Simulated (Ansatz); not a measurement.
# RbBr (Fm-3m): converging the G0W0 gap, part 2 of 2

Wanted: a G0W0 gap for RbBr (Fm-3m) that is converged in bands and cutoff, or an estimate of the limit.

Ansatz 0.2.0; G0W0 on PBE, plane waves, PAW; PAW set soft_1. Known limits of the many-body steps: not at the basis limit; no spin-orbit coupling.

So far. Step 4 (516 empty bands, screening to 200 eV): Against the run with 4×4×4 mesh, 240 empty bands, screening to 120 eV, PAW set soft_1 files, the gap moves by +0.12 eV.

The database entry behind the starting cell differs from later determinations by our own check (about 0.5 % short), so it need not match the best structure at ambient conditions.

### 5. Changing the frequency model: 4×4×4 mesh, 240 empty bands, screening to 120 eV, plasmon pole, PAW set soft_1 files

A plasmon pole stands in for the full frequency dependence of the screening; this run shows what that costs in accuracy. Bands and cutoff differ from the step before, so it is read against an earlier run that matches them.

Contents of input.yaml:

```yaml
crystal:
  lattice:
    - [0.0, 3.427, 3.427]
    - [3.427, 0.0, 3.427]
    - [3.427, 3.427, 0.0]
  atoms:
    - { symbol: Rb, position: [0.0, 0.0, 0.0] }
    - { symbol: Br, position: [0.5, 0.5, 0.5] }
kpoints:
  mp_grid: { grid: [4, 4, 4] }
hamiltonian:
  xc: pbe
  pseudopotentials: { kind: paw, azcp: { folder: soft_1 } }
scf:
  occupations: { method: fixed }
gw:
  n_empty_bands: 240
  ecut_chi: 120
  qp_bands: [v2, c2]
  qp_kpoints: band_edges
  screening: { model: godby_needs }
```

On the command line:

```sh
$ ansatz run input.yaml --threads 24 --pin off --max-ram 82944MiB --backend cuda --events-out ev --progress --plain --runs-dir out --devices 1 --max-vram 78GiB
```

Numbers of over 12 decimals in the logs are rounded to 6 here.

The log of the run:

```text
GPUs: using 1 of 1 available (devices: 1).
[...]
GPU FFT provider: cuFFT
GPU libraries: cuBLAS 13.8.1, cuFFT 12.4.0, cuSOLVER 12.3.2
[...]
Crystal: 2 atoms, lattice volume = 80.496 Å³
Basis set: ecut = 420 eV, 1591 PW (Γ)
Bands: 12, of which v1, the nominal top of the filled ones, is band 8 counted from 1 (7 counted from 0)
Symmetry: 48 space group operations
[...]
k-points: 8 of 64
[...]
1    10      8.3956    -3.8680    -3.1040    -7.8106  0.8602     9.2388     9.2341  root
[...]
7     7      0.8994   -18.8953     2.1149   -14.8662  0.8142    -1.0434    -1.0147  root
     7     8      0.8994   -18.8953     2.1149   -14.8662  0.8142    -1.0434    -1.0147  root
     7     9      8.3289    -3.9026    -3.0796    -7.7698  0.8596     9.1204     9.1166  root
     7    10      8.3289    -3.9026    -3.0796    -7.7698  0.8596     9.1204     9.1166  root
[key lines of the parts left out:]
SCF converged after 7 iterations
Free energy (F): -6054.084361 eV
Fermi energy:    1.246185 eV
```

Elapsed: 2.7 s, on 1 × NVIDIA GB200 (shared by 2 runs) with 24 threads of Arm Neoverse V2, shared host; peak memory 1.3 GiB; 10 s of CPU time.

Numbers from this step:

| Item | Value |
| --- | --- |
| bands summed | 248 |
| plasmon-pole fit frequency | 16.56 eV |
| RPA ε∞ on this mesh (eigenvalues) | 2.359, 2.359, 2.359 |
| plane waves in the screening matrix | 259 |
| G0W0 gap on the mesh | 6.788 eV |
| k of the valence top | 0, 0, 0 |
| k of the conduction bottom | 0, 0, 0 |
| starting gap on the mesh | 4.364 eV |
| least direct G0W0 gap on the computed points | 6.788 eV |

Against the run with 4×4×4 mesh, 240 empty bands, screening to 120 eV, PAW set soft_1 files, the gap moves by −0.0004 eV.

### 6. Changing the files: 4×4×4 mesh, 240 empty bands, screening to 120 eV, hard PAW files

Other atomic data (hard PAW) test the pseudisation: the cutoff goes from 420 to 680 eV and the valence electrons from 16 to 26, which opens shells that were frozen.

This step: G0W0 on PBE, plane waves, PAW.

input.yaml, the sections that differ from step 5:

```yaml
hamiltonian:
  xc: pbe
  pseudopotentials: { kind: paw, source: ansatz }
gw:
  n_empty_bands: 240
  ecut_chi: 120
  qp_bands: [v2, c2]
  qp_kpoints: band_edges
  screening: { model: contour_deformation }
# crystal, kpoints, scf: as in step 5
```

The log of the run:

```text
GPUs: using 1 of 1 available (devices: 1).
[...]
GPU FFT provider: cuFFT
GPU libraries: cuBLAS 13.8.1, cuFFT 12.4.0, cuSOLVER 12.3.2
[...]
Crystal: 2 atoms, lattice volume = 80.496 Å³
Basis set: ecut = 680 eV, 3287 PW (Γ)
Bands: 17, of which v1, the nominal top of the filled ones, is band 13 counted from 1 (12 counted from 0)
Symmetry: 48 space group operations
[...]
k-points: 8 of 64
[...]
1    15      9.2412    -3.8676    -3.1415    -7.8104  0.8516    10.0489    10.0424  root
[...]
7    12      1.7446   -18.8996     2.0934   -14.8679  0.8034    -0.2498    -0.1938  root
     7    13      1.7446   -18.8996     2.0934   -14.8679  0.8034    -0.2498    -0.1938  root
     7    14      9.1745    -3.9021    -3.1163    -7.7699  0.8508     9.9318     9.9259  root
     7    15      9.1745    -3.9021    -3.1163    -7.7699  0.8508     9.9318     9.9259  root
[key lines of the parts left out:]
SCF converged after 7 iterations
Free energy (F): -9414.534721 eV
Fermi energy:    2.091055 eV
```

Elapsed: 2.5 s, on 1 × NVIDIA GB200 (shared by 2 runs) with 24 threads; peak memory 1.2 GiB.

Numbers from this step:

```yaml
bands_summed: 253
rpa_eps_infinity_on_this_mesh_eigenvalues: 2.359, 2.359, 2.359
plane_waves_in_the_screening_matrix: 259
g0w0_gap_on_the_mesh: 6.806 eV
k_of_the_valence_top: 0, 0, 0
k_of_the_conduction_bottom: 0, 0, 0
starting_gap_on_the_mesh: 4.365 eV
least_direct_g0w0_gap_on_the_computed_points: 6.806 eV
```

Against the run with 4×4×4 mesh, 240 empty bands, screening to 120 eV, PAW set soft_1 files, the gap moves by +0.018 eV.

### 7. Side by side

Times are wall times on 1 × NVIDIA GB200 (shared by 2 runs) with 24 threads of Arm Neoverse V2, shared host, good to a factor of about two.

```
 mesh           files            frequency  bands summed  cutoff (eV)  start (eV)  G0W0 (eV)   time  host memory (GiB)
4×4×4  PAW set soft_1  contour deformation            92           60       4.364      6.539  1.8 s                1.2
4×4×4  PAW set soft_1  contour deformation           248          120       4.364      6.789    2 s                1.3
4×4×4  PAW set soft_1  contour deformation           524          200       4.364      6.906  4.9 s                1.8
4×4×4  PAW set soft_1         plasmon pole           248          120       4.364      6.788  2.7 s                1.3
4×4×4        hard PAW  contour deformation           253          120       4.365      6.806  2.5 s                1.2
```

The parts of the quasiparticle energy at the two band edges (eV; QP = start + Σx + Σc − Vxc):

```
      run               edge  start      Σx     Σc     Vxc     Z     QP
 92 bands        valence top   1.25  -19.36   2.37  -15.45  0.81  -0.30
 92 bands  conduction bottom   5.61   -4.17  -2.88   -7.68  0.86   6.24
248 bands        valence top   1.25  -19.36   2.05  -15.45  0.80  -0.62
248 bands  conduction bottom   5.61   -4.17  -2.95   -7.68  0.86   6.17
524 bands        valence top   1.25  -19.36   1.88  -15.45  0.80  -0.79
524 bands  conduction bottom   5.61   -4.17  -3.00   -7.68  0.86   6.12
```

### 8. Outcome

| Property | Result |
| --- | --- |
| 92 bands, 60 eV | 6.539 eV |
| 248 bands, 120 eV | 6.789 eV |
| 524 bands, 200 eV | 6.906 eV |
| estimated limit in bands and cutoff | 7.01 eV |
| mesh and start | 4×4×4, PBE |

**Reading.** A line in one over the bands through the two highest rungs gives 7.01 eV, +0.11 eV from the top rung; the pair below gives 6.94 eV, so the estimate is still climbing. The rungs stand 0.47 eV (92 bands), 0.22 eV (248 bands) and 0.11 eV (524 bands) from it. From 92 to 524 bands the gap moves by +0.37 eV while the time grows 2.7-fold. Σc changes by −0.49 eV at the valence top and −0.12 eV at the conduction bottom, so the valence edge carries most of the change. The plasmon-pole model gives −0.0004 eV against contour deformation, 0 % of the correction, and saved no time in this program. Hard PAW files move the gap by +0.02 eV at equal bands and cutoff, +0.001 eV of it in the start. The many-body steps are scalar-relativistic: spin-orbit coupling is not in them.

[Paths, hosts, dates, memory and timing lines, banners, echoed tables and standing remarks are left out of the program output.]

[Logs are printed without paths, hosts, clocks, repeated set-up lines and the standing remarks that a program may print on its own settings, such as how far it seeks lower states.]

[Runs of the session that timed out or met a known fault of the program may be left out.]

[Cells called generated may have been cut or substituted from an entry of the Crystallography Open Database or the Materials Project.]

[Hosts, paths, dates, database ids (printed as entryN), source tags and the programs' standing remarks are cut or masked in the printed files.]
